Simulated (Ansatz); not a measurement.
MgI$_{2}$: frozen-core PAW against all-electron methods

```yaml
crystal:
  lattice:
    - [4.13981, 0.00000, 0.00000]
    - [-2.06990, 3.58518, 0.00000]
    - [0.00000, 0.00000, 6.83905]
  atoms:
    - { symbol: Mg, position: [0.00000, 0.00000, 0.00000] }
    - { symbol: I, position: [0.33333, 0.66667, 0.75763] }
    - { symbol: I, position: [0.66667, 0.33333, 0.24237] }
```

Atom numbers follow the list: Mg1, I2, I3.

The structure is an experimental refinement, used without relaxation. The listed cell was then made from it by scaling, straining or moving an atom.

Spin–orbit coupling is left out, though it moves levels of the heavy atoms by tenths of an eV or more.

Methods: DFT, PBEsol, PAW with Ansatz's default frozen-core files, scalar-relativistic (Ansatz 0.2.0); DFT, PBEsol, all-electron PAW with datasets made for the crystal, scalar-relativistic (Ansatz 0.2.0); DFT, PBEsol, all-electron LAPW, scalar-relativistic (Ansatz 0.2.0).

For PAW: a Γ-centred 7×7×4 k mesh, Fermi–Dirac smearing of 0.03 eV, cutoff 420 eV, no spin polarisation; the PAW files were made with PBE, and the program remakes their frozen cores for this functional. The crystal-made all-electron datasets (AE datasets) take a cutoff of 260 eV at this cell. LAPW targets a basis error of 1 meV/atom. The Ansatz runs share mesh, smearing and spin set-up. Plane-wave (PAW) pressures include the program's estimate of the Pulay term.

Stress and pressure are positive in compression.

The change that made this cell: volume scaled by 0.99.

No spin–orbit coupling: at heavy atoms the gradients can be off by tens of per cent for that reason.

```csv
quantity,PAW,AE datasets,LAPW
pressure (GPa),0.12,0.11,0.12
stress xx (GPa),-0.01,-0.01,-0.01
stress zz (GPa),0.37,0.36,0.37
"force on I2, z (eV/Å)",-0.014,-0.013,-0.013
band gap (eV),3.482,3.484,3.483
largest principal field gradient Vzz at I2 (10²¹ V/m²),-5.04,-5.06,–
```

PAW's pressure differs from the LAPW value by about 0.01 GPa or less.
